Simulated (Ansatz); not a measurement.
# 216-atom supercell of rocksalt SrO

Wanted: energy, pressure and frontier levels of the defect-free cell (PBEsol, HSE06 and r²SCAN).

All numbers are computed with Ansatz 0.2.0 (PAW, plane waves).

## 1. Starting point

216 atoms (108 O, 108 Sr); a = 15.368 Å, b = 15.368 Å, c = 15.368 Å, α = 90.00°, β = 90.00°, γ = 90.00°.

Plan of the steps: (2) PBEsol single point at the single k point (¼, ¼, ¼), on 1 × NVIDIA GB300 with 8 threads of Arm Neoverse-V2; (3) HSE06 single point at the single k point (¼, ¼, ¼), on 1 × NVIDIA GB300 with 8 threads of Arm Neoverse-V2; (4) r²SCAN single point at the single k point (¼, ¼, ¼), on 1 × NVIDIA GB300 with 8 threads of Arm Neoverse-V2.

## 2. PBEsol single point

Contents of in.yaml:

```yaml
crystal:
  lattice:
    - [15.368240, 0.000000, 0.000000]
    - [0.000000, 15.368240, 0.000000]
    - [0.000000, 0.000000, 15.368240]
  atoms:
    - { symbol: O, position: [0.166667, 0.000000, 0.000000] }
    - { symbol: O, position: [0.166667, 0.000000, 0.333333] }
    - { symbol: O, position: [0.166667, 0.000000, 0.666667] }
    - { symbol: O, position: [0.166667, 0.333333, 0.000000] }
    - { symbol: O, position: [0.166667, 0.333333, 0.333333] }
    - { symbol: O, position: [0.166667, 0.333333, 0.666667] }
    - { symbol: O, position: [0.166667, 0.666667, 0.000000] }
    - { symbol: O, position: [0.166667, 0.666667, 0.333333] }
    - { symbol: O, position: [0.166667, 0.666667, 0.666667] }
    - { symbol: O, position: [0.500000, 0.000000, 0.000000] }
    - { symbol: O, position: [0.500000, 0.000000, 0.333333] }
    - { symbol: O, position: [0.500000, 0.000000, 0.666667] }
    - { symbol: O, position: [0.500000, 0.333333, 0.000000] }
    - { symbol: O, position: [0.500000, 0.333333, 0.333333] }
    - { symbol: O, position: [0.500000, 0.333333, 0.666667] }
    - { symbol: O, position: [0.500000, 0.666667, 0.000000] }
    - { symbol: O, position: [0.500000, 0.666667, 0.333333] }
    - { symbol: O, position: [0.500000, 0.666667, 0.666667] }
    - { symbol: O, position: [0.833333, 0.000000, 0.000000] }
    - { symbol: O, position: [0.833333, 0.000000, 0.333333] }
    - { symbol: O, position: [0.833333, 0.000000, 0.666667] }
    - { symbol: O, position: [0.833333, 0.333333, 0.000000] }
    - { symbol: O, position: [0.833333, 0.333333, 0.333333] }
    - { symbol: O, position: [0.833333, 0.333333, 0.666667] }
    - { symbol: O, position: [0.833333, 0.666667, 0.000000] }
    - { symbol: O, position: [0.833333, 0.666667, 0.333333] }
    - { symbol: O, position: [0.833333, 0.666667, 0.666667] }
    - { symbol: O, position: [0.000000, 0.166667, 0.000000] }
    - { symbol: O, position: [0.000000, 0.166667, 0.333333] }
    - { symbol: O, position: [0.000000, 0.166667, 0.666667] }
    - { symbol: O, position: [0.000000, 0.500000, 0.000000] }
    - { symbol: O, position: [0.000000, 0.500000, 0.333333] }
    - { symbol: O, position: [0.000000, 0.500000, 0.666667] }
    - { symbol: O, position: [0.000000, 0.833333, 0.000000] }
    - { symbol: O, position: [0.000000, 0.833333, 0.333333] }
    - { symbol: O, position: [0.000000, 0.833333, 0.666667] }
    - { symbol: O, position: [0.333333, 0.166667, 0.000000] }
    - { symbol: O, position: [0.333333, 0.166667, 0.333333] }
    - { symbol: O, position: [0.333333, 0.166667, 0.666667] }
    - { symbol: O, position: [0.333333, 0.500000, 0.000000] }
    - { symbol: O, position: [0.333333, 0.500000, 0.333333] }
    - { symbol: O, position: [0.333333, 0.500000, 0.666667] }
    - { symbol: O, position: [0.333333, 0.833333, 0.000000] }
    - { symbol: O, position: [0.333333, 0.833333, 0.333333] }
    - { symbol: O, position: [0.333333, 0.833333, 0.666667] }
    - { symbol: O, position: [0.666667, 0.166667, 0.000000] }
    - { symbol: O, position: [0.666667, 0.166667, 0.333333] }
    - { symbol: O, position: [0.666667, 0.166667, 0.666667] }
    - { symbol: O, position: [0.666667, 0.500000, 0.000000] }
    - { symbol: O, position: [0.666667, 0.500000, 0.333333] }
    - { symbol: O, position: [0.666667, 0.500000, 0.666667] }
    - { symbol: O, position: [0.666667, 0.833333, 0.000000] }
    - { symbol: O, position: [0.666667, 0.833333, 0.333333] }
    - { symbol: O, position: [0.666667, 0.833333, 0.666667] }
    - { symbol: O, position: [0.000000, 0.000000, 0.166667] }
    - { symbol: O, position: [0.000000, 0.000000, 0.500000] }
    - { symbol: O, position: [0.000000, 0.000000, 0.833333] }
    - { symbol: O, position: [0.000000, 0.333333, 0.166667] }
    - { symbol: O, position: [0.000000, 0.333333, 0.500000] }
    - { symbol: O, position: [0.000000, 0.333333, 0.833333] }
    - { symbol: O, position: [0.000000, 0.666667, 0.166667] }
    - { symbol: O, position: [0.000000, 0.666667, 0.500000] }
    - { symbol: O, position: [0.000000, 0.666667, 0.833333] }
    - { symbol: O, position: [0.333333, 0.000000, 0.166667] }
    - { symbol: O, position: [0.333333, 0.000000, 0.500000] }
    - { symbol: O, position: [0.333333, 0.000000, 0.833333] }
    - { symbol: O, position: [0.333333, 0.333333, 0.166667] }
    - { symbol: O, position: [0.333333, 0.333333, 0.500000] }
    - { symbol: O, position: [0.333333, 0.333333, 0.833333] }
    - { symbol: O, position: [0.333333, 0.666667, 0.166667] }
    - { symbol: O, position: [0.333333, 0.666667, 0.500000] }
    - { symbol: O, position: [0.333333, 0.666667, 0.833333] }
    - { symbol: O, position: [0.666667, 0.000000, 0.166667] }
    - { symbol: O, position: [0.666667, 0.000000, 0.500000] }
    - { symbol: O, position: [0.666667, 0.000000, 0.833333] }
    - { symbol: O, position: [0.666667, 0.333333, 0.166667] }
    - { symbol: O, position: [0.666667, 0.333333, 0.500000] }
    - { symbol: O, position: [0.666667, 0.333333, 0.833333] }
    - { symbol: O, position: [0.666667, 0.666667, 0.166667] }
    - { symbol: O, position: [0.666667, 0.666667, 0.500000] }
    - { symbol: O, position: [0.666667, 0.666667, 0.833333] }
    - { symbol: O, position: [0.166667, 0.166667, 0.166667] }
    - { symbol: O, position: [0.166667, 0.166667, 0.500000] }
    - { symbol: O, position: [0.166667, 0.166667, 0.833333] }
    - { symbol: O, position: [0.166667, 0.500000, 0.166667] }
    - { symbol: O, position: [0.166667, 0.500000, 0.500000] }
    - { symbol: O, position: [0.166667, 0.500000, 0.833333] }
    - { symbol: O, position: [0.166667, 0.833333, 0.166667] }
    - { symbol: O, position: [0.166667, 0.833333, 0.500000] }
    - { symbol: O, position: [0.166667, 0.833333, 0.833333] }
    - { symbol: O, position: [0.500000, 0.166667, 0.166667] }
    - { symbol: O, position: [0.500000, 0.166667, 0.500000] }
    - { symbol: O, position: [0.500000, 0.166667, 0.833333] }
    - { symbol: O, position: [0.500000, 0.500000, 0.166667] }
    - { symbol: O, position: [0.500000, 0.500000, 0.500000] }
    - { symbol: O, position: [0.500000, 0.500000, 0.833333] }
    - { symbol: O, position: [0.500000, 0.833333, 0.166667] }
    - { symbol: O, position: [0.500000, 0.833333, 0.500000] }
    - { symbol: O, position: [0.500000, 0.833333, 0.833333] }
    - { symbol: O, position: [0.833333, 0.166667, 0.166667] }
    - { symbol: O, position: [0.833333, 0.166667, 0.500000] }
    - { symbol: O, position: [0.833333, 0.166667, 0.833333] }
    - { symbol: O, position: [0.833333, 0.500000, 0.166667] }
    - { symbol: O, position: [0.833333, 0.500000, 0.500000] }
    - { symbol: O, position: [0.833333, 0.500000, 0.833333] }
    - { symbol: O, position: [0.833333, 0.833333, 0.166667] }
    - { symbol: O, position: [0.833333, 0.833333, 0.500000] }
    - { symbol: O, position: [0.833333, 0.833333, 0.833333] }
    - { symbol: Sr, position: [0.000000, 0.000000, 0.000000] }
    - { symbol: Sr, position: [0.000000, 0.000000, 0.333333] }
    - { symbol: Sr, position: [0.000000, 0.000000, 0.666667] }
    - { symbol: Sr, position: [0.000000, 0.333333, 0.000000] }
    - { symbol: Sr, position: [0.000000, 0.333333, 0.333333] }
    - { symbol: Sr, position: [0.000000, 0.333333, 0.666667] }
    - { symbol: Sr, position: [0.000000, 0.666667, 0.000000] }
    - { symbol: Sr, position: [0.000000, 0.666667, 0.333333] }
    - { symbol: Sr, position: [0.000000, 0.666667, 0.666667] }
    - { symbol: Sr, position: [0.333333, 0.000000, 0.000000] }
    - { symbol: Sr, position: [0.333333, 0.000000, 0.333333] }
    - { symbol: Sr, position: [0.333333, 0.000000, 0.666667] }
    - { symbol: Sr, position: [0.333333, 0.333333, 0.000000] }
    - { symbol: Sr, position: [0.333333, 0.333333, 0.333333] }
    - { symbol: Sr, position: [0.333333, 0.333333, 0.666667] }
    - { symbol: Sr, position: [0.333333, 0.666667, 0.000000] }
    - { symbol: Sr, position: [0.333333, 0.666667, 0.333333] }
    - { symbol: Sr, position: [0.333333, 0.666667, 0.666667] }
    - { symbol: Sr, position: [0.666667, 0.000000, 0.000000] }
    - { symbol: Sr, position: [0.666667, 0.000000, 0.333333] }
    - { symbol: Sr, position: [0.666667, 0.000000, 0.666667] }
    - { symbol: Sr, position: [0.666667, 0.333333, 0.000000] }
    - { symbol: Sr, position: [0.666667, 0.333333, 0.333333] }
    - { symbol: Sr, position: [0.666667, 0.333333, 0.666667] }
    - { symbol: Sr, position: [0.666667, 0.666667, 0.000000] }
    - { symbol: Sr, position: [0.666667, 0.666667, 0.333333] }
    - { symbol: Sr, position: [0.666667, 0.666667, 0.666667] }
    - { symbol: Sr, position: [0.166667, 0.166667, 0.000000] }
    - { symbol: Sr, position: [0.166667, 0.166667, 0.333333] }
    - { symbol: Sr, position: [0.166667, 0.166667, 0.666667] }
    - { symbol: Sr, position: [0.166667, 0.500000, 0.000000] }
    - { symbol: Sr, position: [0.166667, 0.500000, 0.333333] }
    - { symbol: Sr, position: [0.166667, 0.500000, 0.666667] }
    - { symbol: Sr, position: [0.166667, 0.833333, 0.000000] }
    - { symbol: Sr, position: [0.166667, 0.833333, 0.333333] }
    - { symbol: Sr, position: [0.166667, 0.833333, 0.666667] }
    - { symbol: Sr, position: [0.500000, 0.166667, 0.000000] }
    - { symbol: Sr, position: [0.500000, 0.166667, 0.333333] }
    - { symbol: Sr, position: [0.500000, 0.166667, 0.666667] }
    - { symbol: Sr, position: [0.500000, 0.500000, 0.000000] }
    - { symbol: Sr, position: [0.500000, 0.500000, 0.333333] }
    - { symbol: Sr, position: [0.500000, 0.500000, 0.666667] }
    - { symbol: Sr, position: [0.500000, 0.833333, 0.000000] }
    - { symbol: Sr, position: [0.500000, 0.833333, 0.333333] }
    - { symbol: Sr, position: [0.500000, 0.833333, 0.666667] }
    - { symbol: Sr, position: [0.833333, 0.166667, 0.000000] }
    - { symbol: Sr, position: [0.833333, 0.166667, 0.333333] }
    - { symbol: Sr, position: [0.833333, 0.166667, 0.666667] }
    - { symbol: Sr, position: [0.833333, 0.500000, 0.000000] }
    - { symbol: Sr, position: [0.833333, 0.500000, 0.333333] }
    - { symbol: Sr, position: [0.833333, 0.500000, 0.666667] }
    - { symbol: Sr, position: [0.833333, 0.833333, 0.000000] }
    - { symbol: Sr, position: [0.833333, 0.833333, 0.333333] }
    - { symbol: Sr, position: [0.833333, 0.833333, 0.666667] }
    - { symbol: Sr, position: [0.166667, 0.000000, 0.166667] }
    - { symbol: Sr, position: [0.166667, 0.000000, 0.500000] }
    - { symbol: Sr, position: [0.166667, 0.000000, 0.833333] }
    - { symbol: Sr, position: [0.166667, 0.333333, 0.166667] }
    - { symbol: Sr, position: [0.166667, 0.333333, 0.500000] }
    - { symbol: Sr, position: [0.166667, 0.333333, 0.833333] }
    - { symbol: Sr, position: [0.166667, 0.666667, 0.166667] }
    - { symbol: Sr, position: [0.166667, 0.666667, 0.500000] }
    - { symbol: Sr, position: [0.166667, 0.666667, 0.833333] }
    - { symbol: Sr, position: [0.500000, 0.000000, 0.166667] }
    - { symbol: Sr, position: [0.500000, 0.000000, 0.500000] }
    - { symbol: Sr, position: [0.500000, 0.000000, 0.833333] }
    - { symbol: Sr, position: [0.500000, 0.333333, 0.166667] }
    - { symbol: Sr, position: [0.500000, 0.333333, 0.500000] }
    - { symbol: Sr, position: [0.500000, 0.333333, 0.833333] }
    - { symbol: Sr, position: [0.500000, 0.666667, 0.166667] }
    - { symbol: Sr, position: [0.500000, 0.666667, 0.500000] }
    - { symbol: Sr, position: [0.500000, 0.666667, 0.833333] }
    - { symbol: Sr, position: [0.833333, 0.000000, 0.166667] }
    - { symbol: Sr, position: [0.833333, 0.000000, 0.500000] }
    - { symbol: Sr, position: [0.833333, 0.000000, 0.833333] }
    - { symbol: Sr, position: [0.833333, 0.333333, 0.166667] }
    - { symbol: Sr, position: [0.833333, 0.333333, 0.500000] }
    - { symbol: Sr, position: [0.833333, 0.333333, 0.833333] }
    - { symbol: Sr, position: [0.833333, 0.666667, 0.166667] }
    - { symbol: Sr, position: [0.833333, 0.666667, 0.500000] }
    - { symbol: Sr, position: [0.833333, 0.666667, 0.833333] }
    - { symbol: Sr, position: [0.000000, 0.166667, 0.166667] }
    - { symbol: Sr, position: [0.000000, 0.166667, 0.500000] }
    - { symbol: Sr, position: [0.000000, 0.166667, 0.833333] }
    - { symbol: Sr, position: [0.000000, 0.500000, 0.166667] }
    - { symbol: Sr, position: [0.000000, 0.500000, 0.500000] }
    - { symbol: Sr, position: [0.000000, 0.500000, 0.833333] }
    - { symbol: Sr, position: [0.000000, 0.833333, 0.166667] }
    - { symbol: Sr, position: [0.000000, 0.833333, 0.500000] }
    - { symbol: Sr, position: [0.000000, 0.833333, 0.833333] }
    - { symbol: Sr, position: [0.333333, 0.166667, 0.166667] }
    - { symbol: Sr, position: [0.333333, 0.166667, 0.500000] }
    - { symbol: Sr, position: [0.333333, 0.166667, 0.833333] }
    - { symbol: Sr, position: [0.333333, 0.500000, 0.166667] }
    - { symbol: Sr, position: [0.333333, 0.500000, 0.500000] }
    - { symbol: Sr, position: [0.333333, 0.500000, 0.833333] }
    - { symbol: Sr, position: [0.333333, 0.833333, 0.166667] }
    - { symbol: Sr, position: [0.333333, 0.833333, 0.500000] }
    - { symbol: Sr, position: [0.333333, 0.833333, 0.833333] }
    - { symbol: Sr, position: [0.666667, 0.166667, 0.166667] }
    - { symbol: Sr, position: [0.666667, 0.166667, 0.500000] }
    - { symbol: Sr, position: [0.666667, 0.166667, 0.833333] }
    - { symbol: Sr, position: [0.666667, 0.500000, 0.166667] }
    - { symbol: Sr, position: [0.666667, 0.500000, 0.500000] }
    - { symbol: Sr, position: [0.666667, 0.500000, 0.833333] }
    - { symbol: Sr, position: [0.666667, 0.833333, 0.166667] }
    - { symbol: Sr, position: [0.666667, 0.833333, 0.500000] }
    - { symbol: Sr, position: [0.666667, 0.833333, 0.833333] }
  symmetry: { detect: false }
kpoints:
  mp_grid: { grid: [1, 1, 1], shift: [0.25, 0.25, 0.25] }
hamiltonian:
  xc: pbesol
scf:
  occupations: { method: fermi_dirac, width: 0.01 }
output:
  forces: true
  eigenvalues: true
  stress: true
  populations: true
  eigenstates: { kpoints: [[0.25, 0.25, 0.25]], e_range: [-6.0, 6.0], localisation: true }
```

## 3. Single point with HSE06

in.yaml, as its differences from that of step 2:

```diff
@@ -226,3 +226,3 @@
 hamiltonian:
-  xc: pbesol
+  xc: hse06
 scf:
@@ -232,3 +232,2 @@
   eigenvalues: true
-  stress: true
   populations: true
```

## 4. r²SCAN on the same atoms

in.yaml, as its differences from that of step 3:

```diff
@@ -226,3 +226,3 @@
 hamiltonian:
-  xc: hse06
+  xc: r2scan
 scf:
```

What does the calculation give? Wanted: for each run, top filled to lowest empty; energy; pressure.

As calculated:

```
 level           time  top filled to lowest empty (eV)  energy (eV/atom)  pressure (GPa)
PBEsol  2.5 min (GPU)                             3.52        -2028.0578           -0.02
 HSE06   11 min (GPU)                             5.12        -2058.4861               -
r²SCAN  2.8 min (GPU)                             4.11        -2063.5253               -
```

**Reading.** At the same k points, PBEsol gives a spacing 1.60 eV smaller and r²SCAN gives a spacing 1.01 eV smaller than the 5.12 eV of HSE06. The HSE06 single point took about 4.3 times as long as the PBEsol one on the same kind of device. With one k point the spacing samples only the states that fold onto it, so it can exceed the gap over the zone.
